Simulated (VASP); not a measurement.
# TiH (Fm-3m) in VASP: notebook

One crystal, TiH, is run at these levels: PBEsol; tasks: single point.

All numbers are computed with VASP 6.6.1; they aren't measurements. Logs are shortened: lines on timing, memory, paths and dates and some standing lists are left out, and cuts for length are marked.

## 1. The crystal as given

It takes space group Fm-3m (No. 225, cubic). Conventional cell: a = 4.179 Å, b = 4.179 Å, c = 4.179 Å, α = 90.00°, β = 90.00°, γ = 90.00°. Around Ti (site symmetry m-3m) lie 6 H at 2.09 Å. H (site symmetry m-3m) has 6 Ti at 2.09 Å as nearest neighbours.

The cell comes from a database or a generator and needn't be the stable form of this composition.

## 2. Single point, PBEsol

INCAR reads:

```
  PREC = Accurate
  ENCUT = 520
  EDIFF = 1E-7
  ISMEAR = 0
  SIGMA = 0.15
  LREAL = F
  LASPH = T
  NELM = 100
  ALGO = Normal
  ISIF = 2
  LWAVE = F
  LCHARG = F
  GGA = PS
  NBANDS = 14
```

KPOINTS reads:

```
regular mesh
0
Gamma
  20 20 20
```

POSCAR reads:

```
TiH
1.0
    0.0000000000      2.0896972200      2.0896972200
    2.0896972200      0.0000000000      2.0896972200
    2.0896972200      2.0896972200      0.0000000000
Ti H
1 1
Direct
    0.0000000000      0.0000000000      0.0000000000
    0.5000000000      0.5000000000      0.5000000000
```

Potentials or basis: VASP PAW PBE potentials, release 64 (Ti_sv, H).

Command:

```console
$ cat potpaw_PBE.64/Ti_sv/POTCAR potpaw_PBE.64/H/POTCAR > POTCAR
$ mpirun -np 1 vasp_std > vasp.out
```

OUTCAR:

```text
PREC = Accurate
   ENCUT = 520
   EDIFF = 1E-7
   ISMEAR = 0
   LREAL = F
   LASPH = T
   NELM = 100
   ISIF = 2
   GGA = PS

 ion  position               nearest neighbor table
   1  0.000  0.000  0.000-
   2  0.500  0.500  0.500-

  LATTYP: Found a face centered cubic cell.
 ALAT       =     4.1793944400

  Lattice vectors:

 A1 = (   0.0000000000,   2.0896972200,   2.0896972200)
 A2 = (   2.0896972200,   0.0000000000,   2.0896972200)
 A3 = (   2.0896972200,   2.0896972200,   0.0000000000)

Analysis of symmetry for initial positions (statically):
=====================================================================
 Subroutine PRICEL returns:
 Original cell was already a primitive cell.

 Routine SETGRP: Setting up the symmetry group for a
 face centered cubic supercell.

 Subroutine GETGRP returns: Found 48 space group operations
 (whereof 48 operations were pure point group operations)
 out of a pool of 48 trial point group operations.

The static configuration has the point symmetry O_h .

Analysis of symmetry for dynamics (positions and initial velocities):
=====================================================================
 Subroutine PRICEL returns:
 Original cell was already a primitive cell.

 Routine SETGRP: Setting up the symmetry group for a
 face centered cubic supercell.

 Subroutine GETGRP returns: Found 48 space group operations
 (whereof 48 operations were pure point group operations)
 out of a pool of 48 trial point group operations.

The dynamic configuration has the point symmetry O_h .

 Subroutine INISYM returns: Found 48 space group operations
 (whereof 48 operations are pure point group operations),
 and found     1 'primitive' translations

----------------------------------------------------------------------------------------

                                     Primitive cell

  volume of cell :      18.2507

  direct lattice vectors                    reciprocal lattice vectors
     0.000000000  2.089697220  2.089697220    -0.239269113  0.239269113  0.239269113
     2.089697220  0.000000000  2.089697220     0.239269113 -0.239269113  0.239269113
     2.089697220  2.089697220  0.000000000     0.239269113  0.239269113 -0.239269113

  length of vectors
     2.955278150  2.955278150  2.955278150     0.414426260  0.414426260  0.414426260

  position of ions in fractional coordinates (direct lattice)
     0.000000000  0.000000000  0.000000000
     0.500000000  0.500000000  0.500000000

  ion indices of the primitive-cell ions
   primitive index   ion index
                 1           1
                 2           2

----------------------------------------------------------------------------------------

 KPOINTS: regular mesh

Automatic generation of k-mesh.
 Grid dimensions read from file:
 generate k-points for:   20   20   20

 Generating k-lattice:

  Cartesian coordinates                     Fractional coordinates (reciprocal lattice)
    -0.011963456  0.011963456  0.011963456     0.050000000  0.000000000  0.000000000
     0.011963456 -0.011963456  0.011963456     0.000000000  0.050000000  0.000000000
     0.011963456  0.011963456 -0.011963456     0.000000000  0.000000000  0.050000000

  Length of vectors
     0.020721313  0.020721313  0.020721313

  Shift w.r.t. Gamma in fractional coordinates (k-lattice)
     0.000000000  0.000000000  0.000000000

 Subroutine IBZKPT returns following result:
 ===========================================

 Found    256 irreducible k-points:

 Following reciprocal coordinates:
            Coordinates               Weight
  0.000000  0.000000  0.000000      1.000000
  0.050000  0.000000  0.000000      8.000000
  0.100000  0.000000  0.000000      8.000000
  0.150000  0.000000  0.000000      8.000000
  0.200000  0.000000  0.000000      8.000000
  0.250000  0.000000  0.000000      8.000000
[... 16 lines left out ...]
 -0.400000  0.050000  0.000000     24.000000
 -0.350000  0.050000  0.000000     24.000000
 [... further k-points ...]
   k-points           NKPTS =    256   k-points in BZ     NKDIM =    256   number of bands    NBANDS=     14
   number of dos      NEDOS =    301   number of ions     NIONS =      2
   total plane-waves  NPLWV =  13824
   dimension x,y,z NGX =    24 NGY =   24 NGZ =   24
   dimension x,y,z NGXF=    48 NGYF=   48 NGZF=   48
   ions per type =               1   1
   NGX,Y,Z   is equivalent  to a cutoff of  13.50, 13.50, 13.50 a.u.
   NGXF,Y,Z  is equivalent  to a cutoff of  27.00, 27.00, 27.00 a.u.
 SYSTEM =  unknown system
   PREC   = accura    normal or accurate (medium, high low for compatibility)
   ISTART =      0    job   : 0-new  1-cont  2-samecut
   ICHARG =      2    charge: 1-file 2-atom 10-const
   ISPIN  =      1    spin polarized calculation?
   LNONCOLLINEAR =      F non collinear calculations
   LSORBIT =      F    spin-orbit coupling
   LASPH  =      T    aspherical Exc in radial PAW
   ENCUT  =  520.0 eV  38.22 Ry    6.18 a.u.   5.49  5.49  5.49*2*pi/ulx,y,z
   NELM   =    100;   NELMIN=  2; NELMDL= -5     # of ELM steps
   EDIFF  = 0.1E-06   stopping-criterion for ELM
   LREAL  =      F    real-space projection
   EDIFFG = 0.1E-05   stopping-criterion for IOM
   NSW    =      0    number of steps for IOM
   IBRION =     -1    ionic relax: 0-MD 1-quasi-New 2-CG
   NFREE  =      0    steps in history (QN), initial steepest desc. (CG)
   ISIF   =      2    stress and relaxation
   ISYM   =      2    0-nonsym 1-usesym 2-fastsym
   POTIM  = 0.5000    time-step for ionic-motion
   TEBEG  =    0.0;   TEEND  =   0.0 temperature during run
   PSTRESS=    0.0 pullay stress
   NELECT =      13.0000    total number of electrons
   NUPDOWN=      -1.0000    fix difference up-down
   EMIN   =  10.00;   EMAX   =-10.00  energy-range for DOS
   EFERMI =   0.00;   METHOD = LEGACY
   ISMEAR =     0;   SIGMA  =   0.15  broadening in eV -4-tet -1-fermi 0-gaus
   EFERMI_NEDOS =   21; number of points for ismear=-14 and -15
   IALGO  =     38    algorithm
   IMIX   =      4    mixing-type and parameters
     AMIX     =   0.40;   BMIX     =  1.00
     AMIX_MAG =   1.60;   BMIX_MAG =  1.00
  volume/ion in A,a.u.               =       9.13        61.58
  Fermi-wavevector in a.u.,A,eV,Ry     =   1.462051  2.762876 29.083729  2.137594
  Thomas-Fermi vector in A             =   2.578310
   LORBIT       =      0    0 simple, 1 ext, 2 COOP (PROOUT), +10 PAW based schemes
   GGA     = PS    functional components
   LHFCALC =     F    Hartree Fock is set to
   AEXX    =    0.0000 exact exchange contribution
   IVDW    =     0    specifies the selected vdW correction
   LEPSILON=     F    determine dielectric tensor
   LRPA    =     F    only Hartree local field effects (RPA)
 non-spin polarized calculation
 Gauss-broadening in eV      SIGMA  =   0.15
  energy-cutoff  :      520.00
  volume of cell :       18.25
 maximum number of plane-waves:       531
 NGX is ok and might be reduce to    24
   NGX = 11   NGY = 11   NGZ = 11

 number of electron      12.9999996 magnetization

 Free energy of the ion-electron system (eV)
  ---------------------------------------------------
  ext. energy  EPLUGINS =         0.00000000
  ---------------------------------------------------
  free energy    TOTEN  =       -12.43052173 eV

  energy without entropy =      -12.40924053  energy(sigma->0) =      -12.41988113

 E-fermi :   8.6680     XC(G=0): -12.0557

 val. band max:        8.6640996874   @ k =  -0.1500   0.2000   0.0500
 cond. band min:       8.6839447054   @ k =   0.2000   0.1500   0.0500
 fundamental gap:      0.0198450181
 Fermi energy:         8.6680441029

 k-point     1 :       0.0000    0.0000    0.0000
  band No.  band energies     occupation
      1     -47.8171      2.00000
      2     -23.8506      2.00000
      3     -23.8506      2.00000
      4     -23.8506      2.00000
      5      -0.8148      2.00000
      6       9.3495      0.00000
      7       9.3495      0.00000
      8       9.3495      0.00000
      9      10.8326      0.00000
     10      10.8326      0.00000
     11      19.3334      0.00000
     12      23.2285      0.00000
     13      24.9040      0.00000
     14      24.9040      0.00000

 k-point     2 :       0.0500    0.0000    0.0000
  band No.  band energies     occupation
      1     -47.8145      2.00000
      2     -23.8667      2.00000
      3     -23.8525      2.00000
      4     -23.8525      2.00000
      5      -0.7443      2.00000
      6       9.2944      0.00000
      7       9.3778      0.00000
      8       9.3778      0.00000
      9      10.8059      0.00000
     10      10.8059      0.00000
     11      19.0152      0.00000
     12      23.2895      0.00000
     13      24.9825      0.00000
     14      24.9825      0.00000

 k-point     3 :       0.1000    0.0000    0.0000
  band No.  band energies     occupation
      1     -47.8068      2.00000
      2     -23.9133      2.00000
      3     -23.8579      2.00000
      4     -23.8579      2.00000
      5      -0.5358      2.00000
      6       9.1324      0.00001
      7       9.4514      0.00000
      8       9.4514      0.00000
      9      10.7416      0.00000
     10      10.7416      0.00000
     11      18.2683      0.00000
     12      23.3997      0.00000
     13      25.2051      0.00000
     14      25.2051      0.00000
[... 324 lines left out ...]
 k-point    23 :      -0.4000    0.0500    0.0000
  band No.  band energies     occupation
      1     -47.7143      2.00000
      2     -24.4387      2.00000
      3     -23.9365      2.00000
      4     -23.9200      2.00000
      5       2.9875      2.00000
      6       6.1975      2.00000
      7       8.9959      0.00199
      8       9.0545      0.00027
      9      11.6827      0.00000
     10      11.9110      0.00000
     11      15.5659      0.00000
     12      18.7075      0.00000
     13      25.4387      0.00000
     14      26.7296      0.00000

 k-point    24 :      -0.3500    0.0500    0.0000
  band No.  band energies     occupation
      1     -47.7250      2.00000
      2     -24.3794      2.00000
      3     -23.9309      2.00000
      4     -23.9104      2.00000
      5       2.3445      2.00000
      6       6.7912      2.00000
      7       9.0877      0.00008
      8       9.1606      0.00000
      9      11.3992      0.00000
     10      11.7280      0.00000
     11      15.4657      0.00000
     12      19.6270      0.00000
     13      25.4625      0.00000
     14      27.5170      0.00000

 [... further k-points ...]

------------------------ aborting loop because EDIFF is reached ----------------------------------------

  FORCE on cell =-STRESS in cart. coord.  units (eV):
  Direction    XX          YY          ZZ          XY          YZ          ZX
  --------------------------------------------------------------------------------------
  -------------------------------------------------------------------------------------
  Total       -0.4311537     -0.4311537     -0.4311537      0.0000000     -0.0000000      0.0000000
  in kB      -37.8497112    -37.8497112    -37.8497112      0.0000000     -0.0000000      0.0000000
  external PRESSURE =     -37.8497112 kB  Pullay stress =       0.0000000 kB

 VOLUME and BASIS-vectors are now :
 -----------------------------------------------------------------------------
  energy-cutoff  :      520.00
  volume of cell :       18.25
      direct lattice vectors                 reciprocal lattice vectors
     0.000000000  2.089697220  2.089697220    -0.239269113  0.239269113  0.239269113
     2.089697220  0.000000000  2.089697220     0.239269113 -0.239269113  0.239269113
     2.089697220  2.089697220  0.000000000     0.239269113  0.239269113 -0.239269113

 POSITION                                       TOTAL-FORCE (eV/Angst)
 -----------------------------------------------------------------------------------
      0.00000      0.00000      0.00000        -0.000000      0.000000     -0.000000
      2.08970      2.08970      2.08970         0.000000     -0.000000      0.000000
 -----------------------------------------------------------------------------------
    total drift:                                0.000000     -0.000000     -0.000000

  FREE ENERGIE OF THE ION-ELECTRON SYSTEM (eV)
  ---------------------------------------------------
  free  energy   TOTEN  =       -12.4305217336 eV

  energy  without entropy=      -12.4092405298  energy(sigma->0) =      -12.41988113
```

Wall time 45 s (1 thread of AMD EPYC 9R45 (Zen 5), shared host); peak memory 0.16 GiB.

Results:

* Free energy: -12.4305 eV
* Pressure: -3.8 GPa
* Band gap on the k mesh: none (metal or under the smearing width)

Levels at points of the mesh, in eV from the Fermi level:
| k point | band 3 | band 4 | band 5 | band 6 | band 7 | band 8 | band 9 | band 10 |
| --- | --- | --- | --- | --- | --- | --- | --- | --- |
| (0.00, 0.00, 0.00) | -32.52 | -32.52 | -9.48 | 0.68 | 0.68 | 0.68 | 2.16 | 2.16 |
| (0.50, 0.00, 0.00) | -32.59 | -32.59 | -5.01 | -3.13 | 0.28 | 0.28 | 3.30 | 3.30 |
| (0.50, 0.50, 0.00) | -32.73 | -32.73 | -6.78 | -1.85 | 1.60 | 3.22 | 3.65 | 3.65 |

Caveat: the PAW data sets were made with another functional, which shifts forces and pressure a little.

## 3. Single point, PBEsol

INCAR reads:

```
SYSTEM = TiH
PREC     = Accurate       ! precision mode
ENCUT    = 520            ! plane-wave cutoff, eV
EDIFF    = 1E-6           ! SCF threshold, eV
ISMEAR   = 0              ! smearing method
SIGMA    = 0.15           ! smearing width, eV
LREAL    = .False.        ! projectors in reciprocal space
LASPH    = .True.         ! aspherical terms in the spheres
NELM     = 100            ! most SCF steps
ALGO     = Fast           ! electronic algorithm
ISIF     = 2              ! what is computed and relaxed
LWAVE    = .False.        ! write WAVECAR
LCHARG   = .True.         ! write CHGCAR
GGA      = PS             ! functional
LELF     = .True.         ! ELF
LVHAR    = .True.       
NBANDS   = 14             ! bands
```

KPOINTS reads:

```
regular mesh
0
Gamma
  20 20 20
  0 0 0
```

POSCAR is that of step 2.

Potentials or basis: VASP PAW PBE potentials, release 64 (Ti_sv, H).

Command:

```console
$ cat potpaw_PBE.64/Ti_sv/POTCAR potpaw_PBE.64/H/POTCAR > POTCAR
$ mpirun -np 1 vasp_std > vasp.out
```

OUTCAR:

```text
SYSTEM = TiH
   PREC = Accurate
   ENCUT = 520
   EDIFF = 1E-6
   ISMEAR = 0
   LREAL = .False.
   LASPH = .True.
   NELM = 100
   ISIF = 2
   GGA = PS

 ion  position               nearest neighbor table
   1  0.000  0.000  0.000-
   2  0.500  0.500  0.500-

  LATTYP: Found a face centered cubic cell.
 ALAT       =     4.1793944400

  Lattice vectors:

 A1 = (   0.0000000000,   2.0896972200,   2.0896972200)
 A2 = (   2.0896972200,   0.0000000000,   2.0896972200)
 A3 = (   2.0896972200,   2.0896972200,   0.0000000000)

Analysis of symmetry for initial positions (statically):
=====================================================================
 Subroutine PRICEL returns:
 Original cell was already a primitive cell.

 Routine SETGRP: Setting up the symmetry group for a
 face centered cubic supercell.

 Subroutine GETGRP returns: Found 48 space group operations
 (whereof 48 operations were pure point group operations)
 out of a pool of 48 trial point group operations.

The static configuration has the point symmetry O_h .
[... 174 lines left out ...]
      2     -23.8507      2.00000
      3     -23.8507      2.00000
      4     -23.8507      2.00000
      5      -0.8143      2.00000
      6       9.3495      0.00000
      7       9.3495      0.00000
      8       9.3495      0.00000
      9      10.8326      0.00000
     10      10.8326      0.00000
     11      19.3339      0.00000
     12      23.2287      0.00000
     13      24.9043      0.00000
     14      24.9043      0.00000
[... 377 lines left out ...]
      1     -47.7251      2.00000
      2     -24.3794      2.00000
      3     -23.9310      2.00000
      4     -23.9105      2.00000
      5       2.3449      2.00000
      6       6.7914      2.00000
      7       9.0877      0.00008
      8       9.1607      0.00000
      9      11.3992      0.00000
     10      11.7280      0.00000
     11      15.4659      0.00000
     12      19.6272      0.00000
     13      25.4627      0.00000
     14      27.5226      0.00000

 [... further k-points ...]

------------------------ aborting loop because EDIFF is reached ----------------------------------------

  FORCE on cell =-STRESS in cart. coord.  units (eV):
  Direction    XX          YY          ZZ          XY          YZ          ZX
  --------------------------------------------------------------------------------------
  -------------------------------------------------------------------------------------
  Total       -0.4443861     -0.4443861     -0.4443861     -0.0000000     -0.0000000      0.0000000
  in kB      -39.0113450    -39.0113450    -39.0113450     -0.0000000     -0.0000000      0.0000000
  external PRESSURE =     -39.0113450 kB  Pullay stress =       0.0000000 kB

 VOLUME and BASIS-vectors are now :
 -----------------------------------------------------------------------------
  energy-cutoff  :      520.00
  volume of cell :       18.25
      direct lattice vectors                 reciprocal lattice vectors
     0.000000000  2.089697220  2.089697220    -0.239269113  0.239269113  0.239269113
     2.089697220  0.000000000  2.089697220     0.239269113 -0.239269113  0.239269113
     2.089697220  2.089697220  0.000000000     0.239269113  0.239269113 -0.239269113

 POSITION                                       TOTAL-FORCE (eV/Angst)
 -----------------------------------------------------------------------------------
      0.00000      0.00000      0.00000         0.000000      0.000000     -0.000000
      2.08970      2.08970      2.08970         0.000000      0.000000      0.000000
 -----------------------------------------------------------------------------------
    total drift:                                0.000000     -0.000000     -0.000000

  FREE ENERGIE OF THE ION-ELECTRON SYSTEM (eV)
  ---------------------------------------------------
  free  energy   TOTEN  =       -12.4305211861 eV

  energy  without entropy=      -12.4092393105  energy(sigma->0) =      -12.41988025
```

OSZICAR:

```text
N       E                     dE             d eps       ncg     rms          rms(c)
DAV:   1     0.919184967295E+02    0.91918E+02   -0.64127E+03  7206   0.106E+03
DAV:   2    -0.962068162568E+01   -0.10154E+03   -0.97857E+02  7606   0.291E+02
DAV:   3    -0.139854620974E+02   -0.43648E+01   -0.43136E+01  9246   0.609E+01
DAV:   4    -0.140732509634E+02   -0.87789E-01   -0.87679E-01  8266   0.787E+00
DAV:   5    -0.140752814112E+02   -0.20304E-02   -0.20304E-02  8342   0.108E+00    0.111E+01
RMM:   6    -0.124407510797E+02    0.16345E+01   -0.19513E+00  8734   0.143E+01    0.239E+00
RMM:   7    -0.124186575455E+02    0.22094E-01   -0.31394E-01  9429   0.379E+00    0.111E+00
RMM:   8    -0.124287577572E+02   -0.10100E-01   -0.91589E-02  9758   0.304E+00    0.558E-01
RMM:   9    -0.124299044306E+02   -0.11467E-02   -0.42202E-02 10179   0.169E+00    0.460E-01
RMM:  10    -0.124301105105E+02   -0.20608E-03   -0.11187E-02 10503   0.961E-01    0.161E-01
RMM:  11    -0.124304166852E+02   -0.30617E-03   -0.36619E-03 10708   0.432E-01    0.163E-01
RMM:  12    -0.124304761011E+02   -0.59416E-04   -0.12046E-03 10520   0.282E-01    0.459E-02
RMM:  13    -0.124305013634E+02   -0.25262E-04   -0.33050E-04 10430   0.136E-01    0.188E-02
RMM:  14    -0.124305153965E+02   -0.14033E-04   -0.98271E-05 10456   0.813E-02    0.478E-03
RMM:  15    -0.124305194415E+02   -0.40450E-05   -0.35591E-05  8913   0.325E-02    0.716E-03
RMM:  16    -0.124305208355E+02   -0.13940E-05   -0.10604E-05  8145   0.196E-02    0.540E-03
RMM:  17    -0.124305211861E+02   -0.35063E-06   -0.39454E-06  6901   0.991E-03
   1 F= -.12430521E+02 E0= -.12419880E+02  d E =-.212819E-01
```

Run time: 63 s. Hardware: 1 thread of AMD EPYC 9R45 (Zen 5), shared host; peak memory 0.16 GiB.

What came out:

```yaml
Free_energy: -12.4305 eV
Pressure: -3.9 GPa
Band_gap_on_the_k_mesh: none (metal or under the smearing width)
```

Levels at points of the mesh, in eV from the Fermi level:
```
           k point  band 4  band 5  band 6  band 7  band 8  band 9
(0.00, 0.00, 0.00)  -32.52   -9.48    0.68    0.68    0.68    2.16
(0.50, 0.00, 0.00)  -32.60   -5.01   -3.13    0.28    0.28    3.30
(0.50, 0.50, 0.00)  -32.73   -6.78   -1.85    1.60    3.22    3.65
```

Caveat: the PAW data sets were made with another functional, which shifts forces and pressure a little.
